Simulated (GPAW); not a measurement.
# AlN (Fm-3m) in GPAW: single point with PBE

Aim: the single point of AlN with PBE.

Everything below comes from runs of GPAW 26.7.0. Logs are shortened: lines on timing, memory, paths and dates and some standing lists are left out, and cuts for length are marked. The log counts tension as positive stress, the text compression.

## (1) The crystal as given

It takes space group Fm-3m (No. 225, cubic). Conventional cell: a = 4.069 Å, b = 4.069 Å, c = 4.069 Å, α = 90.00°, β = 90.00°, γ = 90.00°. Al (site symmetry m-3m) has 6 N at 2.03 Å as nearest neighbours. N (site symmetry m-3m) has 6 Al at 2.03 Å as nearest neighbours.

Measurements of this composition are mostly on another form, of space group No. 186.

## (2) Single point, PBE

File run.py:

```python
from ase import Atoms
from ase.dft.bandgap import bandgap
from ase.io import write
from ase.units import GPa
from gpaw import GPAW, PW

atoms = Atoms(['Al', 'N'],
              cell=[[0.0, 2.034518, 2.034518],
                    [2.034518, 0.0, 2.034518],
                    [2.034518, 2.034518, 0.0]],
              scaled_positions=[[0.5, 0.5, 0.5],
                                [0.0, 0.0, 0.0]],
              pbc=True)

calc = GPAW(mode=PW(650),
            xc='PBE',
            kpts={'size': (9, 9, 9), 'gamma': True},
            occupations={'name': 'fermi-dirac', 'width': 0.05},
            nbands=11,
            maxiter=120,
            txt='gpaw.txt')
atoms.calc = calc
energy = atoms.get_potential_energy()
forces = atoms.get_forces()
stress = atoms.get_stress()
calc.write('gs.gpw')
write('result.traj', atoms)
print(f'Energy: {energy:.6f} eV')
print('Forces (eV/A):')
print(forces.round(4))
print('Stress (GPa):', (stress / GPa).round(3))
print('Fermi level:', round(calc.get_fermi_level(), 4), 'eV')
print(f'Gap: {bandgap(calc)[0]:.4f} eV, direct: {bandgap(calc, direct=True)[0]:.4f} eV')
```

Potentials or basis: GPAW PAW data sets (gpaw-data 1.2.1), pw.

Run with:

```
> OMP_NUM_THREADS=1 python run.py
```

gpaw.txt:

```text
__  _  _
 | _ |_)|_||  |
 |__||  | ||/\| - 26.7.0

Input parameters:
  mode=PW(ecut=650.0),
  kpts=MonkhorstPack(size=(9, 9, 9), gamma=True),
  maxiter=120,
  nbands=11,
  occupations=Occupations(name='fermi-dirac', width=0.05),
  xc=XC(name='PBE')

Diagonalizing LCAO Hamiltonian
Converting LCAO to pw mode

              Al

       N

Atoms  # Å, Bohr magnetons
|   | symbol |        x |        y |        z |    initial magnetic moments |
|---|--------|----------|----------|----------|-----------------------------|
| 0 |     Al | 2.034518 | 2.034518 | 2.034518 | ( 0.0000,  0.0000,  0.0000) |
| 1 |      N | 0.000000 | 0.000000 | 0.000000 | ( 0.0000,  0.0000,  0.0000) |

Unit cell  # Å
| periodic |        x |        y |        z |  lengths |    angles |
|----------|----------|----------|----------|----------|-----------|
|      yes | 0.000000 | 2.034518 | 2.034518 | 2.877243 | 60.000000 |
|      yes | 2.034518 | 0.000000 | 2.034518 | 2.877243 | 60.000000 |
|      yes | 2.034518 | 2.034518 | 0.000000 | 2.877243 | 60.000000 |

Number of symmetries: 48
Symmetry operations  # r_c * U_cc + t_c -> r_c
|    | kind |            matrix            |
|----|------|------------------------------|
|  0 |  σ   |  1, 0, 0,  1, 0,-1,  1,-1, 0 |
|  1 |  C2  |  1, 0, 0,  1,-1, 0,  1, 0,-1 |
|  2 |  E   |  1, 0, 0,  0, 1, 0,  0, 0, 1 |
|  3 |  σ   |  1, 0, 0,  0, 0, 1,  0, 1, 0 |
|  4 |  C4  |  1, 0,-1,  1, 0, 0,  1,-1, 0 |
|  5 |  S6  |  1, 0,-1,  1,-1, 0,  1, 0, 0 |
|  6 |  σ   |  1, 0,-1,  0, 1,-1,  0, 0,-1 |
|  7 |  C3  |  1, 0,-1,  0, 0,-1,  0, 1,-1 |
|  8 |  S6  |  1,-1, 0,  1, 0, 0,  1, 0,-1 |
|  9 |  C4  |  1,-1, 0,  1, 0,-1,  1, 0, 0 |
| 10 |  C3  |  1,-1, 0,  0,-1, 1,  0,-1, 0 |
| 11 |  σ   |  1,-1, 0,  0,-1, 0,  0,-1, 1 |
| 12 |  σ   |  0, 1, 0,  1, 0, 0,  0, 0, 1 |
| 13 |  C4  |  0, 1, 0,  0, 1,-1, -1, 1, 0 |
| 14 |  C3  |  0, 1, 0,  0, 0, 1,  1, 0, 0 |
| 15 |  S6  |  0, 1, 0, -1, 1, 0,  0, 1,-1 |
| 16 |  C2  |  0, 1,-1,  1, 0,-1,  0, 0,-1 |
| 17 |  σ   |  0, 1,-1,  0, 1, 0, -1, 1, 0 |
| 18 |  S4  |  0, 1,-1,  0, 0,-1,  1, 0,-1 |
| 19 |  C4  |  0, 1,-1, -1, 1, 0,  0, 1, 0 |
| 20 |  C3  |  0, 0, 1,  1, 0, 0,  0, 1, 0 |
| 21 |  σ   |  0, 0, 1,  0, 1, 0,  1, 0, 0 |
| 22 |  S6  |  0, 0, 1,  0,-1, 1, -1, 0, 1 |
| 23 |  C4  |  0, 0, 1, -1, 0, 1,  0,-1, 1 |
| 24 |  S4  |  0, 0,-1,  1, 0,-1,  0, 1,-1 |
| 25 |  C3  |  0, 0,-1,  0, 1,-1,  1, 0,-1 |
| 26 |  C2  |  0, 0,-1,  0,-1, 0, -1, 0, 0 |
| 27 |  S6  |  0, 0,-1, -1, 0, 0,  0,-1, 0 |
| 28 |  S4  |  0,-1, 1,  1,-1, 0,  0,-1, 0 |
| 29 |  C4  |  0,-1, 1,  0, 0, 1, -1, 0, 1 |
| 30 |  C2  |  0,-1, 1,  0,-1, 0,  1,-1, 0 |
| 31 |  σ   |  0,-1, 1, -1, 0, 1,  0, 0, 1 |
| 32 |  C3  |  0,-1, 0,  1,-1, 0,  0,-1, 1 |
| 33 |  S6  |  0,-1, 0,  0, 0,-1, -1, 0, 0 |
| 34 |  S4  |  0,-1, 0,  0,-1, 1,  1,-1, 0 |
| 35 |  C2  |  0,-1, 0, -1, 0, 0,  0, 0,-1 |
| 36 |  C2  | -1, 1, 0,  0, 1, 0,  0, 1,-1 |
| 37 |  S6  | -1, 1, 0,  0, 1,-1,  0, 1, 0 |
| 38 |  S4  | -1, 1, 0, -1, 0, 1, -1, 0, 0 |
| 39 |  C3  | -1, 1, 0, -1, 0, 0, -1, 0, 1 |
| 40 |  S6  | -1, 0, 1,  0, 0, 1,  0,-1, 1 |
| 41 |  C2  | -1, 0, 1,  0,-1, 1,  0, 0, 1 |
| 42 |  C3  | -1, 0, 1, -1, 1, 0, -1, 0, 0 |
| 43 |  S4  | -1, 0, 1, -1, 0, 0, -1, 1, 0 |
| 44 |  C2  | -1, 0, 0,  0, 0,-1,  0,-1, 0 |
| 45 |  i   | -1, 0, 0,  0,-1, 0,  0, 0,-1 |
| 46 |  σ   | -1, 0, 0, -1, 1, 0, -1, 0, 1 |
| 47 |  C2  | -1, 0, 0, -1, 0, 1, -1, 1, 0 |

BZ-sampling:
  Number of BZ points: 729
  Number of IBZ points: 35

  Monkhorst-Pack size: [9, 9, 9]
  Monkhorst-Pack shift: [0, 0, 0]

K-points  # in reciprocal-cell coordinates
|     |                                coordinates |     weight |
|-----|--------------------------------------------|------------|
|   0 | (  0.00000000,   0.00000000,   0.00000000) | 0.00137174 |
|   1 | (  0.11111111,   0.11111111,   0.00000000) | 0.00823045 |
|   2 | (  0.11111111,   0.11111111,   0.11111111) | 0.01097394 |
|   3 | (  0.22222222,   0.11111111,   0.11111111) | 0.01646091 |
|   4 | (  0.22222222,   0.22222222,   0.00000000) | 0.00823045 |
|   5 | (  0.22222222,   0.22222222,   0.11111111) | 0.03292181 |
|   6 | (  0.22222222,   0.22222222,   0.22222222) | 0.01097394 |
|   7 | (  0.33333333,   0.22222222,   0.11111111) | 0.03292181 |
|   8 | (  0.33333333,   0.22222222,   0.22222222) | 0.03292181 |
|   9 | (  0.33333333,   0.33333333,  -0.33333333) | 0.01646091 |
| ... |                                            |            |
|  34 | (  0.44444444,   0.44444444,   0.44444444) | 0.01097394 |

Plane wave coefficients: 644
Cutoff: 650.0 eV

Spin-components: 1 (collinear spins)
Bands:           11
Projectors:      10
Spin-degeneracy: 2
Datatype:        complex128

Parallelization:
  kpt:    1
  domain: 1
  band:   1

Density:
  Valence electrons: 8.0
  Components: 1
  Grid points: [18 18 18]
  Charge: 0.0  # |e|

Potential:
  Grid points: [18 18 18]

species:
  Al:
    name:    Aluminium
    Z:       13.0
    valence: 3
    core:    10
    charge:  0.0  # [|e|]
    compensation charges:
      type: gauss
      rc: 0.34  # [Å]
      lmax: 2
    cutoffs:
      filter: 1.91  # [Å]
      core: 2.36  # [Å]
    projectors
    | kind |    occ | energy [eV] | rcut [Å] |
    |------|--------|-------------|----------|
    |   3s |  2.000 |      -7.753 |    1.085 |
    |   3p |  1.000 |      -2.712 |    1.085 |
    |    s |        |      19.459 |    1.085 |
    |    p |        |      24.499 |    1.085 |
    |    d |        |       0.000 |    1.085 |

    Using partial waves for Al as LCAO basis

  N:
    name:    Nitrogen
    Z:       7.0
    valence: 5
    core:    2
    charge:  0.0  # [|e|]
    compensation charges:
      type: gauss
      rc: 0.18  # [Å]
      lmax: 2
    cutoffs:
      filter: 1.11  # [Å]
      core: 0.96  # [Å]
    projectors
    | kind |    occ | energy [eV] | rcut [Å] |
    |------|--------|-------------|----------|
    |   2s |  2.000 |     -18.583 |    0.603 |
    |   2p |  3.000 |      -7.089 |    0.529 |
    |    s |        |       8.629 |    0.603 |
    |    p |        |      20.123 |    0.529 |
    |    d |        |       0.000 |    0.577 |

    Using partial waves for N as LCAO basis

Reference energy: -8085.144769  # eV

eigensolver:
  PPCG
  Converge bands: occupied
  niter=2

density mixing:
  MSR1-Mixer
  Pratt-step length: 0.05
  Maximum mixing coefficient: 0.75
  Old densities: 10
  SVD Regularization: 0.005
  Good broyden scale: 1.0
  Trust region scale: 1.0
  Backstep threshold: 4.0
  History deletion threshold: 6.0
  Fourier metric: weight=20.0, sigma=0.015

occupation numbers:
  Fermi-Dirac:
    width: 0.0500  # eV

poisson solver:
  ecut: 5200.0  # eV

xc functional:
  name: PBE with 2 nearest neighbor stencil

convergence criteria:
- Maximum [total energy] change in last 3 cyles: 0.0005 eV / valence electron
- Maximum integral of absolute [dens]ity change: 0.0001 electrons / valence electron
- Maximum integral of absolute [eigenst]ate change: 4e-08 eV^2 / valence electron
maximum number of iterations: 120

SCF iterations
|iter     | |      energy | eigst |  dens |
|---------|-|-------------|-------|-------|
|iter:   1| |  -15.864701 | -0.11 |       |
|iter:   2| |  -15.509538 | -2.45 | -0.63 |
|iter:   3| |  -14.432721 | -1.14 | -0.68 |
|iter:   4| |  -14.445721 | -3.49 | -1.33 |
|iter:   5| |  -14.451516 | -3.76 | -1.65 |
|iter:   6| |  -14.451557 | -5.77 | -2.87 |
|iter:   7| |  -14.451564c| -6.60 | -3.27 |
|iter:   8| |  -14.451564c| -7.96c| -4.86c|

Converged in 8 steps
Energy contributions relative to reference atoms: (reference = -8085.144769)

Energy contributions:
  Kinetic:          12.150251
  Coulomb:          -8.783103
  Zero:              0.010417
  External:          0.000000
  Xc:              -17.829129
  Entropy:          -0.000000
  Spinorbit:         0.000000
  ----------------------------
  Free energy:     -14.451564
  Extrapolated:    -14.451564

dipole moment: (-10.088174, -10.088174, -10.088174)  # |e|*Ang

Fermi level: 10.701
Eigenvalues  # (at kpt = [0.000, 0.000, 0.000])
| band index |      eig [eV] | occ [0-2] |
|------------|---------------|-----------|
|          0 |        -7.658 |     2.000 |
|          1 |         9.757 |     2.000 |
|          2 |         9.757 |     2.000 |
|          3 |         9.757 |     2.000 |
|          4 |        15.134 |     0.000 |
|          5 |        21.824 |     0.000 |
|          6 |        21.824 |     0.000 |
|          7 |        21.824 |     0.000 |
|          8 |        27.024 |     0.000 |
|          9 |        27.423 |     0.000 |
|         10 |        28.332 |     0.000 |

Gap: 4.610 eV
Transition (v -> c):
  (s=0, k=0, n=3, [0.00, 0.00, 0.00]) -> (s=0, k=30, n=4, [0.44, 0.44, 0.00])
Direct/indirect transitions are different
Direct gap: 5.376 eV
Transition at: (s=0, k=0, n=3, [0.00, 0.00, 0.00])

Forces  # eV/Ang
|        x |       y |        z |
|----------|---------|----------|
|  0.00000 | 0.00000 |  0.00000 |  # Al   0
| -0.00000 | 0.00000 | -0.00000 |  # N    1

Stress tensor  # eV/Ang^3
|         x |         y |         z |
|-----------|-----------|-----------|
|  0.018432 | -0.000000 | -0.000000 |
| -0.000000 |  0.018432 |  0.000000 |
| -0.000000 |  0.000000 |  0.018432 |

# Writing to gs.gpw (mode='')
```

It took 6.5 s on 1 thread of Intel Xeon at 2.60GHz (Ice Lake), shared host; peak memory 0.13 GiB.

What came out:

```
Free energy            : -14.4516 eV
Pressure               : -3.0 GPa
Band gap on the k mesh : 4.61 eV, indirect (least direct gap 5.38 eV)
```

Caveat: the cutoff is short for stress and forces, so pressures can be off by a GPa or more; an odd mesh through Γ misses points on the zone boundary, where band edges often lie.
